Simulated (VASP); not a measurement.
Here is a VASP 6.6.1 calculation.

INCAR

```
PREC = Accurate ; ENCUT = 520
EDIFF = 1E-7 ; ISMEAR = -1
SIGMA = 0.05 ; LREAL = False
LASPH = True ; NELM = 80
ALGO = Fast ; ISIF = 2
LWAVE = False ; LCHARG = False
GGA = PE ; IVDW = 2
```

The input KPOINTS:

```
regular mesh
0
Gamma
  16 16 4
```

Contents of POSCAR:

```
C
1.0
    2.4610000000      0.0000000000      0.0000000000
   -1.2305000000      2.1312885187      0.0000000000
    0.0000000000      0.0000000000      7.3788000000
C
4
Direct
    0.0000000000      0.0000000000      0.2500000000
    0.3333333333      0.6666666667      0.2500000000
    0.0000000000      0.0000000000      0.7500000000
    0.6666666667      0.3333333333      0.7500000000
```

Potentials or basis: VASP PAW PBE potentials, release 64 (C).

Command:

```bash
$ cat potpaw_PBE.64/C/POTCAR > POTCAR
$ mpirun -np 1 vasp_std > vasp.out
```

(1) What does it give for the dispersion energy per atom?

(2) What does it give for the pressure?

Results:

(1) -0.118 eV.

(2) -0.8 GPa.
